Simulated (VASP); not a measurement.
# ZrB2 (P6/mmm) in VASP: a series of runs

The runs below take ZrB2 through relaxation of cell and atoms, with PBE, r2SCAN.

Program: VASP 6.6.1. These are calculated values, not measurements. Logs are shortened: lines on timing, memory, paths and dates and some standing lists are left out, and cuts for length are marked.

### Step 1. The structure

It takes space group P6/mmm (No. 191, hexagonal). The conventional cell has a = 3.170 Å, b = 3.170 Å, c = 3.533 Å, α = 90.00°, β = 90.00°, γ = 120.00°. Around Zr (site symmetry 6/mmm) lie 12 B at 2.54 Å. Around B (site symmetry -6m2) lie 3 B at 1.83 Å.

### Step 2. Relaxation of cell and atoms, PBE

Input file INCAR:

```
PREC = Accurate ; ENCUT = 300
EDIFF = 1E-6 ; ISMEAR = 1
SIGMA = 0.1 ; LREAL = F
LASPH = T ; NELM = 80
ALGO = Normal ; ISIF = 3
LWAVE = F ; LCHARG = F
GGA = PE ; IBRION = 2
NSW = 90 ; EDIFFG = -0.01
```

Input file KPOINTS:

```
regular mesh
0
Gamma
  8 8 5
```

Input file POSCAR:

```
ZrB2
1.0
    3.1700000000      0.0000000000      0.0000000000
   -1.5850000000      2.7453005300      0.0000000000
    0.0000000000      0.0000000000      3.5330000000
Zr B
1 2
Direct
    0.0000000000      0.0000000000      0.0000000000
    0.3333333333      0.6666666667      0.5000000000
    0.6666666667      0.3333333333      0.5000000000
```

Potentials or basis: VASP PAW PBE potentials, release 64 (Zr_sv, B_s).

Run with:

```sh
$ cat potpaw_PBE.64/Zr_sv/POTCAR potpaw_PBE.64/B_s/POTCAR > POTCAR
$ mpirun -np 1 vasp_std > vasp.out
```

OUTCAR:

```text
PREC = Accurate
   ENCUT = 300
   EDIFF = 1E-6
   ISMEAR = 1
   LREAL = F
   LASPH = T
   NELM = 80
   ISIF = 3
   GGA = PE
   IBRION = 2
   NSW = 90
   EDIFFG = -0.01

 ion  position               nearest neighbor table
   1  0.000  0.000  0.000-   2 2.54   3 2.54   2 2.54   3 2.54   3 2.54   3 2.54   2 2.54   2 2.54
                             3 2.54   3 2.54   2 2.54   2 2.54
   2  0.333  0.667  0.500-   3 1.83   3 1.83   3 1.83   1 2.54   1 2.54   1 2.54   1 2.54   1 2.54
                             1 2.54
   3  0.667  0.333  0.500-   2 1.83   2 1.83   2 1.83   1 2.54   1 2.54   1 2.54   1 2.54   1 2.54
                             1 2.54

  LATTYP: Found a hexagonal cell.
 ALAT       =     3.1700000000
 C/A-ratio  =     1.1145110410

  Lattice vectors:

 A1 = (   3.1700000000,   0.0000000000,   0.0000000000)
 A2 = (  -1.5850000000,   2.7453005300,   0.0000000000)
 A3 = (   0.0000000000,   0.0000000000,   3.5330000000)

Analysis of symmetry for initial positions (statically):
=====================================================================
 Subroutine PRICEL returns:
 Original cell was already a primitive cell.

 Routine SETGRP: Setting up the symmetry group for a
 hexagonal supercell.

 Subroutine GETGRP returns: Found 24 space group operations
 (whereof 24 operations were pure point group operations)
 out of a pool of 24 trial point group operations.

The static configuration has the point symmetry D_6h.

Analysis of symmetry for dynamics (positions and initial velocities):
=====================================================================
 Subroutine PRICEL returns:
 Original cell was already a primitive cell.

 Routine SETGRP: Setting up the symmetry group for a
 hexagonal supercell.

 Subroutine GETGRP returns: Found 24 space group operations
 (whereof 24 operations were pure point group operations)
 out of a pool of 24 trial point group operations.

The dynamic configuration has the point symmetry D_6h.

 Subroutine INISYM returns: Found 24 space group operations
 (whereof 24 operations are pure point group operations),
 and found     1 'primitive' translations

----------------------------------------------------------------------------------------

                                     Primitive cell

  volume of cell :      30.7463

  direct lattice vectors                    reciprocal lattice vectors
     3.170000000  0.000000000  0.000000000     0.315457413  0.182129422  0.000000000
    -1.585000000  2.745300530  0.000000000     0.000000000  0.364258845  0.000000000
     0.000000000  0.000000000  3.533000000     0.000000000  0.000000000  0.283045570

  length of vectors
     3.170000000  3.170000000  3.533000000     0.364258845  0.364258845  0.283045570

  position of ions in fractional coordinates (direct lattice)
     0.000000000  0.000000000  0.000000000
     0.333333333  0.666666667  0.500000000
     0.666666667  0.333333333  0.500000000

  ion indices of the primitive-cell ions
   primitive index   ion index
                 1           1
                 2           2
                 3           3

----------------------------------------------------------------------------------------

 KPOINTS: regular mesh

Automatic generation of k-mesh.
 Grid dimensions read from file:
 generate k-points for:    8    8    5

 Generating k-lattice:

  Cartesian coordinates                     Fractional coordinates (reciprocal lattice)
     0.039432177  0.022766178  0.000000000     0.125000000  0.000000000  0.000000000
     0.000000000  0.045532356  0.000000000     0.000000000  0.125000000  0.000000000
     0.000000000  0.000000000  0.056609114     0.000000000  0.000000000  0.200000000

  Length of vectors
     0.045532356  0.045532356  0.056609114

  Shift w.r.t. Gamma in fractional coordinates (k-lattice)
     0.000000000  0.000000000  0.000000000

 Subroutine IBZKPT returns following result:
 ===========================================

 Found     30 irreducible k-points:

 Following reciprocal coordinates:
            Coordinates               Weight
  0.000000  0.000000  0.000000      1.000000
  0.125000  0.000000  0.000000      6.000000
  0.250000  0.000000  0.000000      6.000000
  0.375000  0.000000  0.000000      6.000000
  0.500000  0.000000  0.000000      3.000000
  0.125000  0.125000  0.000000      6.000000
[... 16 lines left out ...]
  0.250000  0.000000  0.400000     12.000000
  0.375000  0.000000  0.400000     12.000000
 [... further k-points ...]
   k-points           NKPTS =     30   k-points in BZ     NKDIM =     30   number of bands    NBANDS=     13
   number of dos      NEDOS =    301   number of ions     NIONS =      3
   total plane-waves  NPLWV =   6480
   dimension x,y,z NGX =    18 NGY =   18 NGZ =   20
   dimension x,y,z NGXF=    36 NGYF=   36 NGZF=   40
   ions per type =               1   2
   NGX,Y,Z   is equivalent  to a cutoff of   9.44,  9.44,  9.41 a.u.
   NGXF,Y,Z  is equivalent  to a cutoff of  18.88, 18.88, 18.82 a.u.
 SYSTEM =  unknown system
   PREC   = accura    normal or accurate (medium, high low for compatibility)
   ISTART =      0    job   : 0-new  1-cont  2-samecut
   ICHARG =      2    charge: 1-file 2-atom 10-const
   ISPIN  =      1    spin polarized calculation?
   LNONCOLLINEAR =      F non collinear calculations
   LSORBIT =      F    spin-orbit coupling
   LASPH  =      T    aspherical Exc in radial PAW
   ENCUT  =  300.0 eV  22.05 Ry    4.70 a.u.   4.48  4.48  4.99*2*pi/ulx,y,z
   NELM   =     80;   NELMIN=  2; NELMDL= -5     # of ELM steps
   EDIFF  = 0.1E-05   stopping-criterion for ELM
   LREAL  =      F    real-space projection
   EDIFFG = -.1E-01   stopping-criterion for IOM
   NSW    =     90    number of steps for IOM
   IBRION =      2    ionic relax: 0-MD 1-quasi-New 2-CG
   NFREE  =      1    steps in history (QN), initial steepest desc. (CG)
   ISIF   =      3    stress and relaxation
   ISYM   =      2    0-nonsym 1-usesym 2-fastsym
   POTIM  = 0.5000    time-step for ionic-motion
   TEBEG  =    0.0;   TEEND  =   0.0 temperature during run
   PSTRESS=    0.0 pullay stress
   NELECT =      18.0000    total number of electrons
   NUPDOWN=      -1.0000    fix difference up-down
   EMIN   =  10.00;   EMAX   =-10.00  energy-range for DOS
   EFERMI =   0.00;   METHOD = LEGACY
   ISMEAR =     1;   SIGMA  =   0.10  broadening in eV -4-tet -1-fermi 0-gaus
   EFERMI_NEDOS =   21; number of points for ismear=-14 and -15
   IALGO  =     38    algorithm
   IMIX   =      4    mixing-type and parameters
     AMIX     =   0.40;   BMIX     =  1.00
     AMIX_MAG =   1.60;   BMIX_MAG =  1.00
  volume/ion in A,a.u.               =      10.25        69.16
  Fermi-wavevector in a.u.,A,eV,Ry     =   1.369519  2.588016 25.518847  1.875582
  Thomas-Fermi vector in A             =   2.495387
   LORBIT       =      0    0 simple, 1 ext, 2 COOP (PROOUT), +10 PAW based schemes
   GGA     = PE    functional components
   LHFCALC =     F    Hartree Fock is set to
   AEXX    =    0.0000 exact exchange contribution
   IVDW    =     0    specifies the selected vdW correction
   LEPSILON=     F    determine dielectric tensor
   LRPA    =     F    only Hartree local field effects (RPA)
 conjugate gradient relaxation of ions
 non-spin polarized calculation
 Methfessel and Paxton  Order N= 1 SIGMA  =   0.10
  energy-cutoff  :      300.00
  volume of cell :       30.75
 maximum number of plane-waves:       376
 NGX is ok and might be reduce to    18
   NGX =  9   NGY =  9   NGZ =  9

--------------------------------------- Ionic step        1  -------------------------------------------

 number of electron      18.0000000 magnetization

 Free energy of the ion-electron system (eV)
  ---------------------------------------------------
  ext. energy  EPLUGINS =         0.00000000
  ---------------------------------------------------
  free energy    TOTEN  =       -24.94017699 eV

  energy without entropy =      -24.94020312  energy(sigma->0) =      -24.94018570

------------------------ aborting loop because EDIFF is reached ----------------------------------------

  FORCE on cell =-STRESS in cart. coord.  units (eV):
  Direction    XX          YY          ZZ          XY          YZ          ZX
  --------------------------------------------------------------------------------------
  -------------------------------------------------------------------------------------
  Total        0.0477552      0.0477552      0.2505185      0.0000000      0.0000000      0.0000000
  in kB        2.4885058      2.4885058     13.0544220      0.0000000      0.0000000      0.0000000
  external PRESSURE =       6.0104779 kB  Pullay stress =       0.0000000 kB
[... 96 lines left out ...]
  energy  without entropy=      -24.9405262082  energy(sigma->0) =      -24.94051132

--------------------------------------- Ionic step        4  -------------------------------------------

 number of electron      18.0000000 magnetization

 Free energy of the ion-electron system (eV)
  ---------------------------------------------------
  ext. energy  EPLUGINS =         0.00000000
  ---------------------------------------------------
  free energy    TOTEN  =       -24.94054693 eV

  energy without entropy =      -24.94056926  energy(sigma->0) =      -24.94055438

 E-fermi :  11.4164     XC(G=0): -12.3742

 val. band max:       11.3095711609   @ k =   0.1250   0.0000   0.4000
 cond. band min:      11.4651058185   @ k =   0.1250   0.1250   0.2000
 fundamental gap:      0.1555346576
 Fermi energy:        11.4164199815

 k-point     1 :       0.0000    0.0000    0.0000
  band No.  band energies     occupation
      1     -37.1565      2.00000
      2     -15.3575      2.00000
      3     -14.8007      2.00000
      4     -14.8007      2.00000
      5      -1.2479      2.00000
      6       8.8654      2.00000
      7       8.8654      2.00000
      8       8.8883      2.00000
      9       9.0849      2.00000
     10      14.8634      0.00000
     11      14.8634      0.00000
     12      15.6051      0.00000
     13      15.6051      0.00000
[... 353 lines left out ...]
 k-point    24 :       0.3750    0.0000    0.4000
  band No.  band energies     occupation
      1     -37.0411      2.00000
      2     -15.5564      2.00000
      3     -15.4772      2.00000
      4     -14.9523      2.00000
      5       1.3601      2.00000
      6       4.8802      2.00000
      7       7.2534      2.00000
      8       7.4483      2.00000
      9       9.2296      2.00000
     10      13.8989      0.00000
     11      15.5018      0.00000
     12      16.1449      0.00000
     13      17.2028      0.00000

 [... further k-points ...]
[... 5 lines left out ...]
  --------------------------------------------------------------------------------------
  -------------------------------------------------------------------------------------
  Total        0.0235051      0.0235051     -0.0079593      0.0000000      0.0000000      0.0000000
  in kB        1.2217874      1.2217874     -0.4137245      0.0000000      0.0000000      0.0000000
  external PRESSURE =       0.6766168 kB  Pullay stress =       0.0000000 kB
[... 18 lines left out ...]
  FREE ENERGIE OF THE ION-ELECTRON SYSTEM (eV)
  ---------------------------------------------------
  free  energy   TOTEN  =       -24.9405469347 eV

  energy  without entropy=      -24.9405692564  energy(sigma->0) =      -24.94055438

 reached required accuracy - stopping structural energy minimisation
```

Wall time 14 s (1 thread of Intel Xeon Platinum 8375C at 2.90GHz (Ice Lake), shared host); peak memory 0.12 GiB.

These settings aren't checked as converged: the numbers below hold their error.

Results:

| Property | Result |
| --- | --- |
| Free energy | -24.9405 eV |
| Relaxed volume | 10.27 Å³/atom |
| Relaxed cell | a = 3.169 Å, b = 3.169 Å, c = 3.544 Å, α = 90.00°, β = 90.00°, γ = 120.00° |
| Space group after relaxing (to 0.05 Å) | P6/mmm (No. 191) |
| Energy gained by relaxing | 0.1 meV/atom |
| Ionic steps | 4 |
| Band gap on the k mesh | none (metal or under the smearing width) |

Caveat: the cutoff is under 1.25 times the usual one of these potentials, so pressure, stress and relaxed cells hold a basis-set (Pulay) error.

### Step 3. Relaxation of cell and atoms, PBE

This run uses another cell than the first one, of 10.27 Å³/atom, 1.002 times its volume.

Input file INCAR:

```
PREC = Accurate ; ENCUT = 300
EDIFF = 1E-7 ; ISMEAR = 1
SIGMA = 0.1 ; LREAL = F
LASPH = T ; NELM = 80
ALGO = Normal ; ISIF = 3
LWAVE = F ; LCHARG = F
GGA = PE ; IBRION = 2
NSW = 90 ; EDIFFG = -0.005
```

KPOINTS is that of step 2.

Input file POSCAR:

```
ZrB2                                    
1.0
    3.1688062867      0.0000000000      0.0000000000
   -1.5844031434      2.7442667440     -0.0000000000
    0.0000000000     -0.0000000000      3.5444960941
  Zr              B             
     1     2
Direct
     0.0000000000000000    0.0000000000000000    0.0000000000000000
     0.3333333332999970    0.6666666667000030    0.5000000000000000
     0.6666666667000030    0.3333333332999970    0.5000000000000000
```

Potentials or basis: VASP PAW PBE potentials, release 64 (Zr_sv, B_s).

Run with:

```sh
$ cat potpaw_PBE.64/Zr_sv/POTCAR potpaw_PBE.64/B_s/POTCAR > POTCAR
$ mpirun -np 1 vasp_std > vasp.out
```

It took 9.2 s on 1 thread of Intel Xeon Platinum 8375C at 2.90GHz (Ice Lake), shared host; peak memory 0.11 GiB.

These settings aren't checked as converged: the numbers below hold their error.

What came out:

* Free energy: -24.9410 eV
* Relaxed volume: 10.28 Å³/atom
* Relaxed cell: a = 3.170 Å, b = 3.170 Å, c = 3.544 Å, α = 90.00°, β = 90.00°, γ = 120.00°
* Space group after relaxing (to 0.05 Å): P6/mmm (No. 191)
* Energy gained by relaxing: 0.0 meV/atom
* Ionic steps: 2
* Band gap on the k mesh: none (metal or under the smearing width)

Caveat: the cutoff is under 1.25 times the usual one of these potentials, so pressure, stress and relaxed cells hold a basis-set (Pulay) error.

### Step 4. Relaxation of cell and atoms, r2SCAN

Input file INCAR:

```
SYSTEM = ZrB2
ALGO = Normal ; EDIFF = 1E-6
EDIFFG = -0.01 ; ENCUT = 600
IBRION = 2 ; ISIF = 3
ISMEAR = 1 ; LASPH = .TRUE.
LCHARG = .FALSE. ; LMIXTAU = .TRUE.
LREAL = .FALSE. ; LWAVE = .FALSE.
METAGGA = R2SCAN ; NELM = 80
NSW = 90 ; PREC = Accurate
SIGMA = 0.1
```

Input file KPOINTS:

```
k-points
0
G
  15 15 10
  0 0 0
```

Input file POSCAR:

```
ZrB2
1.0
    3.1700000000      0.0000000000      0.0000000000
   -1.5850000000      2.7453005300      0.0000000000
    0.0000000000      0.0000000000      3.5330000000
Zr B
1 2
Direct
    0.0000000000      0.0000000000      0.0000000000
    0.3333333333      0.6666666667      0.5000000000
    0.6666666667      0.3333333333      0.5000000000
```

Potentials or basis: VASP PAW PBE potentials, release 64 (Zr_sv, B).

Run with:

```sh
$ cat potpaw_PBE.64/Zr_sv/POTCAR potpaw_PBE.64/B/POTCAR > POTCAR
$ mpirun -np 1 vasp_std > vasp.out
```

It took 7.5 min on 1 thread of Intel Xeon 6975P-C (Granite Rapids), shared host; peak memory 0.24 GiB.

It converged, with:

```
Free energy                            : -40.6399 eV
Relaxed volume                         : 10.29 Å³/atom
Relaxed cell                           : a = 3.168 Å, b = 3.168 Å, c = 3.550 Å, α = 90.00°, β = 90.00°, γ = 120.00°
Space group after relaxing (to 0.05 Å) : P6/mmm (No. 191)
Energy gained by relaxing              : 0.3 meV/atom
Ionic steps                            : 5
Pressure after relaxing                : 0.0 GPa
Band gap on the k mesh                 : none (metal or under the smearing width)
```

Step by step:
| step | energy change (eV) | largest force (eV/Å) | pressure (GPa) | volume (Å³) |
| --- | --- | --- | --- | --- |
| 1 | 0.0000 | 0.0000 | 0.83 | 30.75 |
| 2 | -0.0005 | 0.0000 | -0.98 | 30.98 |
| 3 | -0.0008 | 0.0000 | -0.30 | 30.90 |
| 4 | -0.0009 | 0.0000 | 0.15 | 30.84 |
| 5 | -0.0009 | 0.0000 | 0.00 | 30.86 |

Final structure:
```
Zr B
1.0
     3.16832    0.00000    0.00000
    -1.58416    2.74385    0.00000
     0.00000    0.00000    3.54971
Zr B
1 2
Direct
  0.00000 0.00000 0.00000
  0.33333 0.66667 0.50000
  0.66667 0.33333 0.50000
```

Levels at points of the mesh, in eV from the Fermi level:
```tsv
k point	band 6	band 7	band 8	band 9	band 10	band 11	band 12	band 13
(0.00, 0.00, 0.00)	-2.69	-2.69	-2.63	-2.60	3.65	3.65	4.43	4.43
(0.00, 0.00, 0.50)	-7.36	-0.98	-0.98	0.46	0.46	0.91	0.91	1.95
```

Caveat: the PAW data sets were made with another functional, which shifts forces and pressure a little. Zero-point motion and thermal expansion aren't in these numbers.

### Step 5. Relaxation of cell and atoms, r2SCAN

This run uses another cell than the first one, of 10.29 Å³/atom, 1.004 times its volume.

INCAR: that of step 4 with these lines changed.

```diff
@@ -1,4 +1,4 @@
 SYSTEM = ZrB2
-ALGO = Normal ; EDIFF = 1E-6
-EDIFFG = -0.01 ; ENCUT = 600
+ALGO = Normal ; EDIFF = 1E-7
+EDIFFG = -0.005 ; ENCUT = 600
 IBRION = 2 ; ISIF = 3
```

KPOINTS is that of step 4.

Input file POSCAR:

```
ZrB2                                    
1.0
    3.1683221744      0.0000000000      0.0000000000
   -1.5841610872      2.7438474904      0.0000000000
    0.0000000000      0.0000000000      3.5497103748
  Zr              B             
     1     2
Direct
     0.0000000000000000    0.0000000000000000    0.0000000000000000
     0.3333333332999970    0.6666666667000030    0.5000000000000000
     0.6666666667000030    0.3333333332999970    0.5000000000000000
```

Run with:

```sh
$ cat potpaw_PBE.64/Zr_sv/POTCAR potpaw_PBE.64/B/POTCAR > POTCAR
$ mpirun -np 1 vasp_std > vasp.out
```

It took 2.8 min on 1 thread of Intel Xeon 6975P-C (Granite Rapids), shared host; peak memory 0.23 GiB.

Results (log left out):

| Property | Result |
| --- | --- |
| Free energy | -40.6400 eV |
| Pressure after relaxing | 0.0 GPa |
| Band gap on the k mesh | none (metal or under the smearing width) |

Final structure:
```
Zr B
1.0
     3.16832    0.00000    0.00000
    -1.58416    2.74385    0.00000
     0.00000    0.00000    3.54971
Zr B
1 2
Direct
  0.00000 0.00000 0.00000
  0.33333 0.66667 0.50000
  0.66667 0.33333 0.50000
```

Levels at points of the mesh, in eV from the Fermi level:
| k point | band 5 | band 6 | band 7 | band 8 | band 9 | band 10 | band 11 | band 12 | band 13 |
| --- | --- | --- | --- | --- | --- | --- | --- | --- | --- |
| (0.00, 0.00, 0.00) | -13.57 | -2.69 | -2.69 | -2.63 | -2.60 | 3.65 | 3.65 | 4.43 | 4.43 |
| (0.00, 0.00, 0.50) | -11.53 | -7.36 | -0.98 | -0.98 | 0.46 | 0.46 | 0.91 | 0.91 | 1.95 |

Caveat: the relaxation stopped at its first step, so nothing moved; the PAW data sets were made with another functional, which shifts forces and pressure a little.
